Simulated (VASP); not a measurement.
# Ag (C2/m) in VASP: a series of runs, part 2 of 2

VASP 6.6.1.

### Step 5. Relaxation of cell and atoms, PBE

This run uses another cell than the first one: it holds 2 atoms, not 8.

File INCAR:

```
SYSTEM = Ag
PREC = Accurate
ENCUT = 600
EDIFF = 1E-7
ISMEAR = 0
SIGMA = 0.1
LREAL = .FALSE.
LASPH = .TRUE.
NELM = 100
ALGO = Fast
ISIF = 3
LWAVE = .FALSE.
LCHARG = .FALSE.
GGA = PE
IBRION = 2
NSW = 100
EDIFFG = -0.01
```

File KPOINTS:

```
regular mesh
0
G
  18 18 10
  0 0 0
```

File POSCAR:

```
Ag
1.0
    2.9222991408      0.0000000000      0.0000000000
   -1.4611495704      2.5307852934      0.0000000000
    0.0000000000      0.0000000000      4.7016618100
Ag
2
Direct
    0.3333333300      0.6666666700      0.2500000000
    0.6666666700      0.3333333300      0.7500000000
```

Potentials or basis: VASP PAW PBE potentials, release 64 (Ag).

Run with:

```console
$ cat potpaw_PBE.64/Ag/POTCAR > POTCAR
$ mpirun -np 1 vasp_std > vasp.out
```

OUTCAR:

```text
SYSTEM = Ag
   PREC = Accurate
   ENCUT = 600
   EDIFF = 1E-7
   ISMEAR = 0
   LREAL = .FALSE.
   LASPH = .TRUE.
   NELM = 100
   ISIF = 3
   GGA = PE
   IBRION = 2
   NSW = 100
   EDIFFG = -0.01

 ion  position               nearest neighbor table
   1  0.333  0.667  0.250-   2 2.89   2 2.89   2 2.89   2 2.89   2 2.89   2 2.89
   2  0.667  0.333  0.750-   1 2.89   1 2.89   1 2.89   1 2.89   1 2.89   1 2.89

  LATTYP: Found a hexagonal cell.
 ALAT       =     2.9222991408
 C/A-ratio  =     1.6088913501

  Lattice vectors:

 A1 = (   2.9222991408,   0.0000000000,   0.0000000000)
 A2 = (  -1.4611495704,   2.5307852934,   0.0000000000)
 A3 = (   0.0000000000,   0.0000000000,   4.7016618100)

Analysis of symmetry for initial positions (statically):
=====================================================================
 Subroutine PRICEL returns:
 Original cell was already a primitive cell.

 Routine SETGRP: Setting up the symmetry group for a
 hexagonal supercell.

 Subroutine GETGRP returns: Found 24 space group operations
 (whereof 12 operations were pure point group operations)
 out of a pool of 24 trial point group operations.

The static configuration has the point symmetry D_3d.
 The point group associated with its full space group is D_6h.

Analysis of symmetry for dynamics (positions and initial velocities):
=====================================================================
[... 347 lines left out ...]
  ext. energy  EPLUGINS =         0.00000000
  ---------------------------------------------------
  free energy    TOTEN  =        -5.42630305 eV

  energy without entropy =       -5.42229054  energy(sigma->0) =       -5.42429679

 E-fermi :   7.7870     XC(G=0): -11.9323

 val. band max:        7.7670869623   @ k =   0.0556   0.0000   0.0000
 cond. band min:       7.7885571219   @ k =   0.4444   0.0556   0.2000
 fundamental gap:      0.0214701596
 Fermi energy:         7.7870334646

 k-point     1 :       0.0000    0.0000    0.0000
  band No.  band energies     occupation
      1       0.3674      2.00000
      2       1.6848      2.00000
      3       3.1516      2.00000
      4       3.2422      2.00000
      5       3.2422      2.00000
      6       3.4607      2.00000
      7       3.4607      2.00000
      8       3.7829      2.00000
      9       3.7829      2.00000
     10       4.7173      2.00000
     11       4.7173      2.00000
     12       7.5244      1.99980
     13      11.1403      0.00000
     14      23.3191      0.00000
[... 401 lines left out ...]
      2       2.1339      2.00000
      3       2.2269      2.00000
      4       3.1291      2.00000
      5       3.4606      2.00000
      6       3.6379      2.00000
      7       3.7447      2.00000
      8       4.7077      2.00000
      9       4.8311      2.00000
     10       4.8524      2.00000
     11       7.4325      2.00000
     12      10.5132      0.00000
     13      14.2482      0.00000
     14      14.6164      0.00000
     15      16.5882      0.00000

 [... further k-points ...]

------------------------ aborting loop because EDIFF is reached ----------------------------------------

  FORCE on cell =-STRESS in cart. coord.  units (eV):
  Direction    XX          YY          ZZ          XY          YZ          ZX
  --------------------------------------------------------------------------------------
  -------------------------------------------------------------------------------------
  Total       -0.0093051     -0.0093051      0.0081480     -0.0000000     -0.0000000     -0.0000000
  in kB       -0.4172791     -0.4172791      0.3653874     -0.0000000     -0.0000000     -0.0000000
  external PRESSURE =      -0.1563903 kB  Pullay stress =       0.0000000 kB
[... 17 lines left out ...]
  FREE ENERGIE OF THE ION-ELECTRON SYSTEM (eV)
  ---------------------------------------------------
  free  energy   TOTEN  =        -5.4263030521 eV

  energy  without entropy=       -5.4222905362  energy(sigma->0) =       -5.42429679

 reached required accuracy - stopping structural energy minimisation
```

Wall time 3.7 min (1 thread of AMD EPYC 9R45 (Zen 5), shared host); peak memory 0.24 GiB.

What came out:

| Quantity | Value |
| --- | --- |
| Free energy | -5.4263 eV |
| Relaxed volume | 17.86 Å³/atom |
| Relaxed cell | a = 2.934 Å, b = 2.934 Å, c = 4.793 Å, α = 90.00°, β = 90.00°, γ = 120.00° |
| Space group after relaxing (to 0.05 Å) | P6_3/mmc (No. 194) |
| Energy gained by relaxing | 4.6 meV/atom |
| Ionic steps | 6 |
| Pressure after relaxing | 0.0 GPa |
| Band gap on the k mesh | none (metal or under the smearing width) |

Step by step:
```csv
step,energy change (eV),largest force (eV/Å),pressure (GPa),volume (Å³)
1,0.0000,0.0000,2.75,34.77
2,-0.0064,0.0000,-1.37,36.29
3,-0.0085,0.0000,-0.07,35.76
4,-0.0085,0.0000,-0.12,35.78
5,-0.0090,0.0000,-0.08,35.76
6,-0.0093,0.0000,-0.02,35.73
```

Final structure:
```
CELL_PARAMETERS angstrom
2.93387 0.00000 0.00000
-1.46694 2.54081 0.00000
0.00000 0.00000 4.79284
ATOMIC_POSITIONS crystal
Ag 0.33333 0.66667 0.25000
Ag 0.66667 0.33333 0.75000
```

Levels at points of the mesh, in eV from the Fermi level:
```
           k point  band 9  band 10  band 11  band 12  band 13  band 14
(0.00, 0.00, 0.00)   -4.00    -3.07    -3.07    -0.26     3.35    15.53
(0.50, 0.00, 0.00)   -2.90    -2.82     0.13     1.45     6.70     6.97
(0.00, 0.00, 0.50)   -3.36    -3.36    -3.36    -3.36    10.81    10.81
(0.50, 0.00, 0.50)   -2.87    -2.87     0.83     0.83     4.34     4.34
```

### Step 6. Summary

```csv
task,cell,k mesh,cutoff (eV),mesh quality,gap on the mesh (eV),pressure (GPa)
single point,"C2/m, 19.33 Å³/atom",4 × 4 × 4,520,coarse,none,96.4
single point,"Immm, 17.95 Å³/atom",4 × 4 × 4,520,not flagged,none,-0.2
single point,"P6_3/mmc, 17.89 Å³/atom",18 × 18 × 10,520,not flagged,none,0.0
relaxation of cell and atoms,relaxed,18 × 18 × 10,600,not flagged,none,0.0
```

Alike in all rows: level PBE; potentials or basis VASP PAW PBE potentials, release 64 (Ag); no spin polarisation; smearing gaussian 0.1 eV.

Caveats: some runs use coarse meshes; a pressure of tens of GPa on the cell as given is suspect, and the run, the potentials or the cell itself is likely at fault (some runs); forces of over 1 eV/Å show positions far from the minimum, so gaps and moduli don't describe the material at rest (some runs).

Absolute energies hang on the potentials; compare differences alone.
